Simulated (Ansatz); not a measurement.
Turning moments in Fe

Fe is taken as a test cell of our own (not relaxed), 2 atoms in the cell.

```
Fe
1.0
     2.51790    0.00000    0.00000
     0.00000    2.51790    0.00000
     0.00000    0.00000    3.56090
Fe
2
Direct
  0.00000 0.00000 0.00000
  0.50000 0.50000 0.50000
```

Atoms are numbered from 1 in the order listed.

Computed with DFT, LDA, norm-conserving potentials, plane waves, scalar-relativistic in Ansatz development build ahead of 0.2.0.

```json
{
  "Plane-wave cutoff": "1225 eV",
  "k-point mesh": "4×4×3 (Γ-centred)",
  "Occupations": "Gaussian smearing, 0.05 eV"
}
```

Site vectors of these older runs were integrated over wider regions than atomic spheres, and need not add up to the total.

The mesh is coarse, so energy differences (and at times their sign) aren't converged.

Spins are non-collinear; moments are vectors (x, y, z) in μB. Without spin–orbit coupling a common rotation of all moments costs nothing, so only their relative directions matter.

Default search: extra SCF cycles where an unstable direction or a doubtful shell filling shows. With a search on, the program may also reshape the start on open shells.

Only this run was made, so its end need not be the lowest state of the cell.

Where moments are weakly coupled, the SCF can meet its threshold before they have finished turning.

Q: Start Fe1 (-0.19, -1.29, -0.02), Fe2 (-0.59, -1.59, -2.35); default search for lower states. What happens?

A: It converges in 30 iterations: sizes Fe1 1.96, Fe2 1.96 μB (canted; angles of the large moments to the first 61°), net moment 3.42 μB.
